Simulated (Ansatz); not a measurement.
The system is Te2Mo.

```xyz
12
Lattice="6.3300 0.0000 0.0000 0.0000 3.4690 0.0000 -0.9468 0.0000 13.8276" Properties=species:S:1:pos:R:3 pbc="T T T"
Te    5.4013    2.6018    8.3588
Te   -0.0181    0.8672    5.4688
Te    4.9099    0.8672   11.7728
Te    0.4733    2.6018    2.0548
Te    1.7550    2.6018   12.3826
Te    3.6282    0.8672    1.4450
Te    2.1916    0.8672    8.9658
Te    3.1917    2.6018    4.8618
Mo    4.2299    2.6018   13.7253
Mo    1.1533    0.8672    0.1023
Mo    3.8493    0.8672    6.8225
Mo    1.5339    2.6018    7.0051
```

```yaml
Program: Ansatz 0.2.0
Task: relaxation of cell and atoms
Functional: PBEsol
Dispersion: D4
Potentials_or_basis: Ansatz PAW
Cutoff: "420 eV (not typed: the program's choice for these potentials)"
k_mesh: 4 × 8 × 2
Occupations: fermi-dirac, width 0.05 eV
Spin: no spin polarisation
```

At the start: volume 25.30 Å³/atom.

Question: Where does the relaxation end?

Answer: It ends after 8 steps and the volume is 23.56 Å³/atom (-6.9 %); space group P2_1/m (No. 11, to 0.05 Å).

Step by step:
| step | energy change (eV) | largest force (eV/Å) | volume (Å³) |
| --- | --- | --- | --- |
| 1 | 0.0000 | 0.2262 | 303.64 |
| 2 | -0.1704 | 0.1160 | 290.51 |
| 3 | -0.2135 | 0.1226 | 285.39 |
| 4 | -0.2218 | 0.1323 | 282.46 |
| 5 | -0.2230 | 0.0699 | 282.56 |
| 6 | -0.2243 | 0.0206 | 282.59 |
| 7 | -0.2247 | 0.0026 | 282.68 |
| 8 | -0.2208 | 0.0026 | 282.68 |

Final structure:
```
Te Mo
1.0
     6.29910    0.00000    0.01436
     0.00000    3.43983    0.00000
    -0.91081    0.00000   13.04395
Te Mo
8 4
Direct
  0.94565 0.75000 0.60739
  0.05435 0.25000 0.39261
  0.90518 0.25000 0.84309
  0.09482 0.75000 0.15691
  0.41316 0.75000 0.89306
  0.58684 0.25000 0.10694
  0.44181 0.25000 0.65631
  0.55819 0.75000 0.34369
  0.81750 0.75000 0.99219
  0.18250 0.25000 0.00781
  0.68057 0.25000 0.49377
  0.31943 0.75000 0.50623
```

Caveat: the plane-wave basis is chosen anew once the cell has moved, so the energies of steps on either side of that aren't comparable; pairwise dispersion overbinds metals, which lowers pressure and volume; the PAW data sets come from PBE, with cores solved anew for the run's functional, which leaves a small shift of forces and pressure.
